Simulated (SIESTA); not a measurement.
Crystal: Mg.

```
Mg
1.0
     3.17683    0.00000    0.00000
    -1.58841    2.75121    0.00000
     0.00000    0.00000   10.31886
Mg
4
Cartesian
  1.5884 0.9171 7.7391
  0.0000 0.0000 5.1594
  0.0000 1.8341 2.5797
  0.0000 0.0000 0.0000
```

* Program: SIESTA 5.4.2
* Task: single point
* Functional: PBE
* Potentials or basis: PseudoDojo 0.4 standard (PBE files)
* Basis: DZP (energy shift 0.003 Ry; two zetas on semicore shells)
* Grid cutoff: 800 Ry
* Energy shift: 0.003 Ry
* k mesh: 10 × 10 × 3
* Occupations: fermi-dirac, width 0.05 eV
* Spin: no spin polarisation

On this cell: pressure 2.6 GPa; largest force under 0.003 eV/Å; band gap on the k mesh none (metal or under the smearing width).

The same run follows on a disturbed copy (atoms moved at random, drawn with an rms of 0.05 Å):

```
Mg
1.0
     3.17683    0.00000    0.00000
    -1.58841    2.75121    0.00000
     0.00000    0.00000   10.31886
Mg
4
Direct
  0.66260 0.32561 0.74739
  0.99409 0.98356 0.50147
  0.32416 0.67579 0.25611
  0.98175 0.99713 0.00036
```

Q: What changes?

A: The energy (extrapolated to zero smearing) moves by +3.0 meV/atom; pressure 2.6 GPa; largest force 0.225 eV/Å; band gap on the k mesh none (metal or under the smearing width).

Forces in eV/Å, atoms in the order of the input:
```
Mg  -0.015  0.000  0.149
Mg  -0.027  0.040  0.014
Mg   0.019 -0.040 -0.221
Mg   0.018  0.009  0.050
```

Stress tensor (GPa, compression positive):
```
 2.52 -0.11 -0.02
-0.11  2.30  0.01
-0.02  0.01  3.00
```

Caveats: the basis of atomic orbitals isn't converged, which shifts pressures, moduli and gaps.
